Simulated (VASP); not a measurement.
# Zr2C (P6/mmm) in VASP: notebook

Runs on Zr2C. Level: PBE. Tasks: single point, relaxation of cell and atoms.

All numbers are computed with VASP 6.6.1; they aren't measurements. Logs are shortened: lines on timing, memory, paths and dates and some standing lists are left out, and cuts for length are marked.

## Step 1: The cell of the first run

It takes space group P6/mmm (No. 191, hexagonal). Conventional cell: a = 3.863 Å, b = 3.863 Å, c = 3.958 Å, α = 90.00°, β = 90.00°, γ = 120.00°. Around Zr (site symmetry -6m2) lie 3 Zr at 2.23 Å. C (site symmetry 6/mmm) has 12 Zr at 2.98 Å as nearest neighbours.

The cell was built by a generator and needn't be a form met in nature.

## Step 2: Single point, PBE (random cell by space group and Wyckoff sites (P6/mmm, No. 191))

INCAR

```
SYSTEM = Zr2C
ALGO = Fast
EDIFF = 1E-6
ENCUT = 520
GGA = PE
ISIF = 2
ISMEAR = 0
LASPH = .TRUE.
LCHARG = .TRUE.
LELF = .TRUE.
LREAL = .FALSE.
LVHAR = .TRUE.
LWAVE = .FALSE.
NBANDS = 21
NELM = 60
PREC = Accurate
SIGMA = 0.1
```

KPOINTS

```
k-points
0
G
  6 6 4
  0 0 0
```

POSCAR

```
Zr2C
1.0
    3.8632709100      0.0000000000      0.0000000000
   -1.9316354600      3.3456907500      0.0000000000
    0.0000000000      0.0000000000      3.9576898900
Zr C
2 1
Direct
    0.3333333300      0.6666666700      0.0000000000
    0.6666666700      0.3333333300      0.0000000000
    0.0000000000      0.0000000000      0.5000000000
```

Potentials or basis: VASP PAW PBE potentials, release 64 (Zr_sv, C).

Run with:

```console
> cat potpaw_PBE.64/Zr_sv/POTCAR potpaw_PBE.64/C/POTCAR > POTCAR
> mpirun -np 1 vasp_std > vasp.out
```

OUTCAR:

```text
SYSTEM = Zr2C
   EDIFF = 1E-6
   ENCUT = 520
   GGA = PE
   ISIF = 2
   ISMEAR = 0
   LASPH = .TRUE.
   LREAL = .FALSE.
   NELM = 60
   PREC = Accurate

 ion  position               nearest neighbor table
   1  0.333  0.667  0.000-   2 2.23   2 2.23   2 2.23   3 2.98   3 2.98   3 2.98   3 2.98   3 2.98
                             3 2.98
   2  0.667  0.333  0.000-   1 2.23   1 2.23   1 2.23   3 2.98   3 2.98   3 2.98   3 2.98   3 2.98
                             3 2.98
   3  0.000  0.000  0.500-   1 2.98   2 2.98   1 2.98   2 2.98   2 2.98   2 2.98   1 2.98   1 2.98
                             2 2.98   2 2.98   1 2.98   1 2.98

  LATTYP: Found a hexagonal cell.
 ALAT       =     3.8632709100
 C/A-ratio  =     1.0244401654

  Lattice vectors:

 A1 = (   3.8632709100,   0.0000000000,   0.0000000000)
 A2 = (  -1.9316354600,   3.3456907500,   0.0000000000)
 A3 = (   0.0000000000,   0.0000000000,   3.9576898900)

Analysis of symmetry for initial positions (statically):
=====================================================================
 Subroutine PRICEL returns:
 Original cell was already a primitive cell.

 Routine SETGRP: Setting up the symmetry group for a
 hexagonal supercell.

 Subroutine GETGRP returns: Found 24 space group operations
 (whereof 24 operations were pure point group operations)
 out of a pool of 24 trial point group operations.

The static configuration has the point symmetry D_6h.

Analysis of symmetry for dynamics (positions and initial velocities):
=====================================================================
 Subroutine PRICEL returns:
 Original cell was already a primitive cell.

 Routine SETGRP: Setting up the symmetry group for a
 hexagonal supercell.

 Subroutine GETGRP returns: Found 24 space group operations
 (whereof 24 operations were pure point group operations)
 out of a pool of 24 trial point group operations.

The dynamic configuration has the point symmetry D_6h.

 Subroutine INISYM returns: Found 24 space group operations
 (whereof 24 operations are pure point group operations),
 and found     1 'primitive' translations

----------------------------------------------------------------------------------------

                                     Primitive cell

  volume of cell :      51.1544

  direct lattice vectors                    reciprocal lattice vectors
     3.863270910  0.000000000  0.000000000     0.258848013  0.149445971  0.000000000
    -1.931635460  3.345690750  0.000000000     0.000000000  0.298891940  0.000000000
     0.000000000  0.000000000  3.957689890     0.000000000  0.000000000  0.252672652

  length of vectors
     3.863270910  3.863270913  3.957689890     0.298891941  0.298891940  0.252672652

  position of ions in fractional coordinates (direct lattice)
     0.333333330  0.666666670  0.000000000
     0.666666670  0.333333330  0.000000000
     0.000000000  0.000000000  0.500000000

  ion indices of the primitive-cell ions
   primitive index   ion index
                 1           1
                 2           2
                 3           3

----------------------------------------------------------------------------------------

 KPOINTS: k-points

Automatic generation of k-mesh.
 Grid dimensions read from file:
 generate k-points for:    6    6    4

 Generating k-lattice:

  Cartesian coordinates                     Fractional coordinates (reciprocal lattice)
     0.043141336  0.024907662  0.000000000     0.166666667 -0.000000000  0.000000000
     0.000000000  0.049815323  0.000000000     0.000000000  0.166666667  0.000000000
     0.000000000  0.000000000  0.063168163     0.000000000  0.000000000  0.250000000

  Length of vectors
     0.049815323  0.049815323  0.063168163

  Shift w.r.t. Gamma in fractional coordinates (k-lattice)
     0.000000000  0.000000000  0.000000000

 Subroutine IBZKPT returns following result:
 ===========================================

 Found     21 irreducible k-points:

 Following reciprocal coordinates:
            Coordinates               Weight
  0.000000  0.000000  0.000000      1.000000
  0.166667 -0.000000  0.000000      6.000000
  0.333333  0.000000  0.000000      6.000000
  0.500000 -0.000000  0.000000      3.000000
  0.166667  0.166667  0.000000      6.000000
  0.333333  0.166667  0.000000     12.000000
[... 13 lines left out ...]
  0.333333  0.166667  0.500000     12.000000
  0.333333  0.333333  0.500000      2.000000
   k-points           NKPTS =     21   k-points in BZ     NKDIM =     21   number of bands    NBANDS=     21
   number of dos      NEDOS =    301   number of ions     NIONS =      3
   total plane-waves  NPLWV =  27000
   dimension x,y,z NGX =    30 NGY =   30 NGZ =   30
   dimension x,y,z NGXF=    60 NGYF=   60 NGZF=   60
   ions per type =               2   1
   NGX,Y,Z   is equivalent  to a cutoff of  12.91, 12.91, 12.60 a.u.
   NGXF,Y,Z  is equivalent  to a cutoff of  25.82, 25.82, 25.20 a.u.
 SYSTEM =  Zr2C
   PREC   = accura    normal or accurate (medium, high low for compatibility)
   ISTART =      0    job   : 0-new  1-cont  2-samecut
   ICHARG =      2    charge: 1-file 2-atom 10-const
   ISPIN  =      1    spin polarized calculation?
   LNONCOLLINEAR =      F non collinear calculations
   LSORBIT =      F    spin-orbit coupling
   LASPH  =      T    aspherical Exc in radial PAW
   ENCUT  =  520.0 eV  38.22 Ry    6.18 a.u.   7.18  7.18  7.36*2*pi/ulx,y,z
   NELM   =     60;   NELMIN=  2; NELMDL= -5     # of ELM steps
   EDIFF  = 0.1E-05   stopping-criterion for ELM
   LREAL  =      F    real-space projection
   EDIFFG = 0.1E-04   stopping-criterion for IOM
   NSW    =      0    number of steps for IOM
   IBRION =     -1    ionic relax: 0-MD 1-quasi-New 2-CG
   NFREE  =      0    steps in history (QN), initial steepest desc. (CG)
   ISIF   =      2    stress and relaxation
   ISYM   =      2    0-nonsym 1-usesym 2-fastsym
   POTIM  = 0.5000    time-step for ionic-motion
   TEBEG  =    0.0;   TEEND  =   0.0 temperature during run
   PSTRESS=    0.0 pullay stress
   NELECT =      28.0000    total number of electrons
   NUPDOWN=      -1.0000    fix difference up-down
   EMIN   =  10.00;   EMAX   =-10.00  energy-range for DOS
   EFERMI =   0.00;   METHOD = LEGACY
   ISMEAR =     0;   SIGMA  =   0.10  broadening in eV -4-tet -1-fermi 0-gaus
   EFERMI_NEDOS =   21; number of points for ismear=-14 and -15
   IALGO  =     68    algorithm
   IMIX   =      4    mixing-type and parameters
     AMIX     =   0.40;   BMIX     =  1.00
     AMIX_MAG =   1.60;   BMIX_MAG =  1.00
  volume/ion in A,a.u.               =      17.05       115.07
  Fermi-wavevector in a.u.,A,eV,Ry     =   1.339162  2.530650 24.400091  1.793356
  Thomas-Fermi vector in A             =   2.467576
   LORBIT       =      0    0 simple, 1 ext, 2 COOP (PROOUT), +10 PAW based schemes
   GGA     = PE    functional components
   LHFCALC =     F    Hartree Fock is set to
   AEXX    =    0.0000 exact exchange contribution
   IVDW    =     0    specifies the selected vdW correction
   LEPSILON=     F    determine dielectric tensor
   LRPA    =     F    only Hartree local field effects (RPA)
 non-spin polarized calculation
 RMM-DIIS sequential band-by-band and
 Gauss-broadening in eV      SIGMA  =   0.10
  energy-cutoff  :      520.00
  volume of cell :       51.15
 maximum number of plane-waves:      1392
 NGX is ok and might be reduce to    30
   NGX = 15   NGY = 15   NGZ = 15

 number of electron      28.0000000 magnetization

 Free energy of the ion-electron system (eV)
  ---------------------------------------------------
  ext. energy  EPLUGINS =         0.00000000
  ---------------------------------------------------
  free energy    TOTEN  =       -17.01576679 eV

  energy without entropy =      -16.99650904  energy(sigma->0) =      -17.00613791

 E-fermi :   8.5473     XC(G=0): -11.2183

 val. band max:        8.4992156091   @ k =   0.1667   0.1667   0.0000
 cond. band min:       8.5473299697   @ k =   0.3333   0.1667   0.0000
 fundamental gap:      0.0481143605
 Fermi energy:         8.5473015640

 k-point     1 :       0.0000    0.0000    0.0000
  band No.  band energies     occupation
      1     -41.0776      2.00000
      2     -38.5660      2.00000
      3     -20.6298      2.00000
      4     -20.6298      2.00000
      5     -18.6555      2.00000
      6     -16.8622      2.00000
[... 13 lines left out ...]
     20      12.3779      0.00000
     21      13.1435      0.00000

 k-point     2 :       0.1667   -0.0000    0.0000
  band No.  band energies     occupation
      1     -40.9526      2.00000
      2     -38.7457      2.00000
      3     -20.7436      2.00000
      4     -20.3839      2.00000
      5     -18.5583      2.00000
      6     -16.9791      2.00000
[... 13 lines left out ...]
     20      13.7937      0.00000
     21      13.9086      0.00000

 k-point     3 :       0.3333    0.0000    0.0000
  band No.  band energies     occupation
      1     -40.6197      2.00000
      2     -39.1857      2.00000
      3     -20.9486      2.00000
      4     -19.8369      2.00000
      5     -18.3031      2.00000
      6     -17.2733      2.00000
[... 13 lines left out ...]
     20      14.0427      0.00000
     21      14.4620      0.00000
[... 385 lines left out ...]
 k-point    20 :       0.3333    0.1667    0.5000
  band No.  band energies     occupation
      1     -40.3380      2.00000
      2     -39.5139      2.00000
      3     -21.1463      2.00000
      4     -19.2124      2.00000
      5     -18.1659      2.00000
      6     -17.5566      2.00000
[... 13 lines left out ...]
     20      13.1090      0.00000
     21      14.8002      0.00000

 k-point    21 :       0.3333    0.3333    0.5000
  band No.  band energies     occupation
      1     -39.9388      2.00000
      2     -39.9388      2.00000
      3     -21.2809      2.00000
      4     -18.1837      2.00000
      5     -18.1837      2.00000
      6     -17.8656      2.00000
[... 13 lines left out ...]
     20      12.5864      0.00000
     21      14.7783      0.00000

------------------------ aborting loop because EDIFF is reached ----------------------------------------

  FORCE on cell =-STRESS in cart. coord.  units (eV):
  Direction    XX          YY          ZZ          XY          YZ          ZX
  --------------------------------------------------------------------------------------
  -------------------------------------------------------------------------------------
  Total       14.3571491     14.3571491    -11.7255582     -0.0000000      0.0000000      0.0000000
  in kB      449.6722330    449.6722331   -367.2496482     -0.0000007      0.0000000      0.0000000
  external PRESSURE =     177.3649393 kB  Pullay stress =       0.0000000 kB

 VOLUME and BASIS-vectors are now :
 -----------------------------------------------------------------------------
  energy-cutoff  :      520.00
  volume of cell :       51.15
      direct lattice vectors                 reciprocal lattice vectors
     3.863270910  0.000000000  0.000000000     0.258848013  0.149445971  0.000000000
    -1.931635460  3.345690750  0.000000000     0.000000000  0.298891940  0.000000000
     0.000000000  0.000000000  3.957689890     0.000000000  0.000000000  0.252672652

 POSITION                                       TOTAL-FORCE (eV/Angst)
 -----------------------------------------------------------------------------------
     -0.00000      2.23046      0.00000         0.000000     -0.000000      0.000000
      1.93164      1.11523      0.00000        -0.000000      0.000000      0.000000
      0.00000      0.00000      1.97884        -0.000000      0.000000      0.000000
 -----------------------------------------------------------------------------------
    total drift:                               -0.000000      0.000000     -0.000000

  FREE ENERGIE OF THE ION-ELECTRON SYSTEM (eV)
  ---------------------------------------------------
  free  energy   TOTEN  =       -17.0157667861 eV

  energy  without entropy=      -16.9965090387  energy(sigma->0) =      -17.00613791
```

Run time: 41 s. Hardware: 1 thread of AMD EPYC 7R43 (Zen 3), shared host; peak memory 0.13 GiB.

What came out:

| Quantity | Value |
| --- | --- |
| Free energy | -17.0158 eV |
| Pressure | 17.7 GPa |
| Band gap on the k mesh | none (metal or under the smearing width) |

Stress tensor (GPa, compression positive):
```
 44.97   0.00   0.00
  0.00  44.97   0.00
  0.00   0.00 -36.72
```

Levels at points of the mesh, in eV from the Fermi level:
| k point | band 11 | band 12 | band 13 | band 14 | band 15 | band 16 | band 17 | band 18 |
| --- | --- | --- | --- | --- | --- | --- | --- | --- |
| (0.00, 0.00, 0.00) | -0.81 | -0.81 | -0.67 | -0.36 | -0.36 | 1.72 | 3.36 | 3.36 |
| (0.50, 0.00, 0.00) | -2.56 | -2.45 | -2.00 | -1.32 | 0.28 | 1.43 | 1.47 | 3.42 |
| (0.00, 0.00, 0.50) | -1.06 | -1.06 | -0.62 | -0.62 | 0.20 | 1.60 | 1.60 | 3.91 |
| (0.50, 0.00, 0.50) | -3.26 | -2.44 | -1.41 | 0.52 | 0.81 | 1.72 | 2.50 | 3.61 |

Caveat: the k mesh is coarse (spacing up to 0.40 Å⁻¹), so the values aren't converged; so large a pressure means that the cell lies far from this level's equilibrium, or that cutoff or potentials fall short.

[end of part 1 of 3]
